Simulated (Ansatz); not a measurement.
Set up this calculation in Ansatz 0.2.0, as the native input.

- Task: single point
- Functional: PBEsol
- Potentials or basis: all-electron LAPW, scalar-relativistic
- Cutoff: 156 eV (chosen from the basis error)
- Basis error allowed: 0.001 eV/atom
- k mesh: 10 × 10 × 10
- Occupations: fermi-dirac, width 0.05 eV
- Spin: no spin polarisation

Sb:

```
Sb
1.0
     0.00000    2.37124    2.37124
     2.37124    0.00000    2.37124
     2.37124    2.37124    0.00000
Sb
1
Direct
  0.00000 0.00000 0.00000
```

This isn't the form of Sb at room conditions, which is rhombohedral.

One way to write it, as run:

input.yaml

```yaml
crystal:
  lattice:
    - [0.0, 2.3712425216, 2.3712425216]
    - [2.3712425216, 0.0, 2.3712425216]
    - [2.3712425216, 2.3712425216, 0.0]
  atoms:
    - { symbol: Sb, position: [0.0, 0.0, 0.0] }
kpoints:
  mp_grid: { grid: [10, 10, 10] }
scf:
  occupations: { method: fermi_dirac, width: 0.05 }
hamiltonian:
  xc: pbesol
  pseudopotentials: { kind: all_electron, lapw: { basis_error: 0.001 } }
output:
  forces: true
  stress: true
  eigenvalues: true
  populations: true
```

Potentials or basis: all-electron LAPW, scalar-relativistic.

The run is started by

```bash
$ ansatz run input.yaml --threads 1 --pin off --max-ram 3072MiB --backend cpu --events-out ev --progress --plain --runs-dir out
```

Results of the run:

The pressure is -1.2 GPa and the band gap on the k mesh is none (metal or under the smearing width).

It took 2.9 s on 1 thread of Arm Neoverse V2, with other jobs on the host, peak memory 0.23 GiB.
